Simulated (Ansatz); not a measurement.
## ZrB2 in Ansatz: the effect of target pressure

ZrB2:

```
CELL_PARAMETERS angstrom
3.17000 0.00000 0.00000
-1.58500 2.74530 0.00000
0.00000 0.00000 3.53300
ATOMIC_POSITIONS crystal
Zr 0.00000 0.00000 0.00000
B 0.66667 0.33333 0.50000
B 0.33333 0.66667 0.50000
```

Alike in all runs:

```yaml
Program: Ansatz 0.2.0
Task: relaxation of cell and atoms
Functional: r2SCAN
Potentials_or_basis: Ansatz PAW
Cutoff: "500 eV (not typed: the program's choice for these potentials)"
k_mesh: 10 × 10 × 8
Occupations: fermi-dirac, width 0.05 eV
Spin: no spin polarisation
```

Each run relaxes the cell or the atoms first.

```tsv
target pressure	relaxed volume (Å³/atom)
0 GPa	10.29
2 GPa	10.20
5 GPa	10.09
10 GPa	?
20 GPa	9.57
30 GPa	9.29
```

Problem. What does the run with target pressure 10 GPa give?

Solution. Relaxed volume 9.90 Å³/atom.

Worked out: In Murnaghan's law V^(-B') rises as a straight line in P. The other rows fit best with B' = 3.3, V0 = 10.29 Å³/atom and B0 = 247 GPa, which gives 9.90 Å³/atom at 10 GPa, against the run's 9.90.

Caveats: the plane-wave basis is chosen anew once the cell has moved, so the energies of steps on either side of that aren't comparable; the PAW data sets come from PBE, with cores solved anew for the run's functional, which leaves a small shift of forces and pressure.
